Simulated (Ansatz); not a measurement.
Here is an Ansatz 0.2.0 calculation.

input

```
crystal:
  lattice:
    - [0.0, 2.3, 2.3]
    - [2.3, 0.0, 2.3]
    - [2.3, 2.3, 0.0]
  atoms:
    - { symbol: Zr, position: [0.5, 0.5, 0.5] }
    - { symbol: "N", position: [0.0, 0.0, 0.0] }
hamiltonian:
  xc: { exchange: pbe, correlation: pbe, exx: { coeff: 0.25, omega: 0.4 } }
  pseudopotentials: { kind: paw }
kpoints:
  mp_grid: { grid: [5, 5, 5] }
scf:
  occupations: { method: fermi_dirac, width: 0.05 }
output:
  forces: true
  stress: true
  eigenvalues: true
```

(1) Estimate the band gap on the k mesh.

(2) What does it give for the pressure?

Answers

(1) none (metal or under the smearing width).

(2) -5.6 GPa.

Caveat: the k mesh is coarse (spacing up to 0.47 Å⁻¹), so the values aren't converged, least of all with exact exchange; the PAW data sets come from PBE, with cores solved anew for the run's functional, which leaves a small shift of forces and pressure; the thresholds are loose for stress.
